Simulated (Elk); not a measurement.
# HfO2 (Fm-3m): least direct gap against volume

The cell of HfO2 (Fm-3m) is scaled evenly and the response computed anew at each volume, on one mesh. The atoms keep their fractional positions.

It takes space group Fm-3m (No. 225, cubic). Conventional cell: a = 5.115 Å, b = 5.115 Å, c = 5.115 Å, α = 90.00°, β = 90.00°, γ = 90.00°. Hf on site a is surrounded by 8 O at 2.21 Å. O on site c has 4 Hf at 2.21 Å as nearest neighbours.

Method: Elk 11.2.3 (patched build), PBE, independent particles, k-mesh 10×10×10, Lorentzian half width 0.15 eV.

Launch of the response step: `OMP_NUM_THREADS=4 elk`. The series took 2.7 min in all, its band step included, on 4 threads of Arm Neoverse V1, with other jobs on the host.

```tsv
V/V₀	V (Å³, primitive cell)	least direct gap (eV)
0.94	31.45	3.9015
0.96	32.12	3.8509
0.98	32.79	3.8007
1.00	33.46	3.7508
1.02	34.13	?
1.04	34.79	3.6521
1.06	35.46	3.6032
```

For small changes the quantity should be close to linear in ln V.

Working, on the rows shown:

| x = ln(V/V₀) | y = least direct gap |
| --- | --- |
| -0.0618754 | 3.9015 |
| -0.040822 | 3.8509 |
| -0.0202027 | 3.8007 |
| 0 | 3.7508 |
| 0.0392207 | 3.6521 |
| 0.0582689 | 3.6032 |

Means: x̄ = -0.0042351, ȳ = 3.7599. Σ(x − x̄)(y − ȳ) = -0.02666, Σ(x − x̄)² = 0.01073. Slope = -0.02666 / 0.01073 = -2.485; intercept = ȳ − slope · x̄ = 3.7493. The line misses the rows shown by at most 0.0016 eV.

Question: What does the fit predict for the withheld row, and how well does it do?

Answer: At x = 0.019803 the line gives y = 3.7001 eV. The run gave 3.7012 eV, so the interpolation is off by 0.0011 eV, 0.4 % of the range in the table.

Between the rows on either side of x = 0 the slope is (3.7012 − 3.8007) / (0.019803 − (-0.020203)) = -2.487. That is a volume deformation potential of -2.5 eV: the least direct gap on this mesh widens by 25 meV for each per cent of compression. PBE gaps are as a rule too small. Spin-orbit coupling is left out.

[Logs are printed without paths, hosts, clocks, repeated set-up lines and the standing remarks that a program may print on its own settings, such as how far it seeks lower states.]
